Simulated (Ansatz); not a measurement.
# TiC: the cost of one run

Computed with Ansatz 0.2.0 (DFT PBE, scalar-relativistic, plane waves, PAW, unless a step's input says otherwise).

1 further run of the same task is left out (set aside as unsound or not needed).

### Step 1. Starting point

Symmetry: Fm-3m, No. 225, cubic system. The conventional cell has a = 4.333 Å, b = 4.333 Å, c = 4.333 Å, α = 90.00°, β = 90.00°, γ = 90.00°. Around Ti (site symmetry m-3m) lie 6 C at 2.17 Å. C (site symmetry m-3m) is surrounded by 6 Ti at 2.17 Å.

Coordinates:

```cif
data_structure
_symmetry_space_group_name_H-M 'Fm-3m'
_symmetry_Int_Tables_number 225
_cell_length_a 4.3328
_cell_length_b 4.3328
_cell_length_c 4.3328
_cell_angle_alpha 90.000
_cell_angle_beta 90.000
_cell_angle_gamma 90.000
_cell_volume 81.34
loop_
_atom_site_label
_atom_site_type_symbol
_atom_site_symmetry_multiplicity
_atom_site_Wyckoff_symbol
_atom_site_fract_x
_atom_site_fract_y
_atom_site_fract_z
_atom_site_occupancy
Ti1 Ti 4 b 0.50000 0.00000 0.00000 1
C1 C 4 a 0.00000 0.00000 0.00000 1
```

It is the end of an earlier relaxation with the same method, from a generated guess; it is a trial structure. At a tolerance of 0.05 Å it has space group Fm-3m (No. 225); it has 10.17 Å³/atom, an uncorrected energy of -0.83 eV/atom over the elements.

### Step 2. Static run: bands, density of states and charges

input.yaml

```yaml
crystal:
  lattice:
    - [0.0, 2.1664017924, 2.1664017924]
    - [2.1664017924, 0.0, 2.1664017924]
    - [2.1664017924, 2.1664017924, 0.0]
  atoms:
    - { symbol: Ti, position: [0.5, 0.5, 0.5] }
    - { symbol: C, position: [0.0, 0.0, 0.0] }
basis:
  ecutwfc: 420
kpoints:
  mp_grid: { grid: [22, 22, 22] }
  band_path:
    path:
      - [[0.0, 0.0, 0.0], [0.5, 0.0, 0.5], [0.625, 0.25, 0.625]]
      - [[0.375, 0.375, 0.75], [0.0, 0.0, 0.0], [0.5, 0.5, 0.5], [0.5, 0.25, 0.75], [0.5, 0.0, 0.5]]
    npoints: 14
hamiltonian:
  xc: pbe
scf:
  occupations: { method: gaussian, width: 0.1 }
  n_extra_bands: 6
output:
  forces: true
  stress: true
  eigenvalues: true
  populations: true
  dos: { projected: true, de: 0.02, nscf_kmesh: { grid: [27, 27, 27] } }
  bader: true
```

On the command line:

```sh
$ ansatz run input.yaml --threads 1 --pin off --max-ram 2048MiB --backend cpu --events-out ev --progress --plain --runs-dir out
```

Q: Estimate wall time and peak memory on 1 thread of Arm Neoverse V1, shared host.

About 22 s, with a peak of 0.37 GiB.
